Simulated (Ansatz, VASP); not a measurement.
One calculation of MgSiN, two programs

```
Mg Si N
1.0
     4.38089    0.00000    0.00000
    -2.19045    3.79397    0.00000
     0.00000    0.00000    2.62371
Mg Si N
1 1 1
Direct
  0.00000 0.00000 0.00000
  0.33333 0.66667 0.00000
  0.66667 0.33333 0.50000
```

Change from the starting cell: species swapped into the ErHSe type (P-6m2, No. 187).

Alike in both runs: functional PBE; k mesh 12 × 12 × 16; occupations gaussian, width 0.1 eV; no spin polarisation.

Ansatz relaxed the structure, and its values are those at the end. VASP's run is a single point on that final structure, the one shown.

|  | VASP | Ansatz |
| --- | --- | --- |
| version | VASP 6.6.1 | Ansatz 0.2.0 |
| potentials or method | VASP PAW PBE potentials, release 64 (Mg, Si, N) | scalar-relativistic, plane waves, PAW |
| plane-wave cutoff (eV) | 520 | 420 |
| valence electrons in the cell | 11 | 19 |

|  | VASP | Ansatz | Ansatz less VASP |
| --- | --- | --- | --- |
| gap on the k mesh at the Fermi level (eV) | none | none | - |
| pressure (GPa) | -0.1 | 0.0 | +0.12 |

A gap of «none» marks a metal or a gap that the smearing closes. The two sets of potentials don't hold the same shells in valence.
